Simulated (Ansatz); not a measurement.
# Stability checks on a candidate for KF

It comes from a database structure that was distorted and then relaxed.

Theory: Ansatz 0.2.0, DFT PBE, scalar-relativistic, plane waves, PAW. The final run on the 2-atom cell used 420 eV, a Γ-centred 8×8×8 mesh, 0.02 eV smearing and no spin polarisation.

```cif
data_structure
_symmetry_space_group_name_H-M 'Fm-3m'
_symmetry_Int_Tables_number 225
_cell_length_a 5.4207
_cell_length_b 5.4207
_cell_length_c 5.4207
_cell_angle_alpha 90.000
_cell_angle_beta 90.000
_cell_angle_gamma 90.000
_cell_volume 159.29
loop_
_atom_site_label
_atom_site_type_symbol
_atom_site_symmetry_multiplicity
_atom_site_Wyckoff_symbol
_atom_site_fract_x
_atom_site_fract_y
_atom_site_fract_z
_atom_site_occupancy
K1 K 4 b 0.50000 0.00000 0.00000 1
F1 F 4 a 0.00000 0.00000 0.00000 1
```

Energies over the elements count from the elements' standard structures at the same level (F₂ as a molecule), with no fitted energy shifts.

Problem. These tests were run: energy against the elements; phonons on a 4×4×4 q mesh; elastic tensor. What do they show?

Solution.

```json
{"test": "energy against the elements", "result": "−2.713 eV/atom"}
{"test": "phonons on a 4×4×4 q mesh", "result": "no imaginary mode on the mesh"}
{"test": "elastic tensor", "result": "least eigenvalue 14 GPa"}
```

It fails none of these tests. Competing phases weren't compared here.

The run for the phonons used an 8×8×8 k mesh. The run for the elastic tensor used an 8×8×8 k mesh.
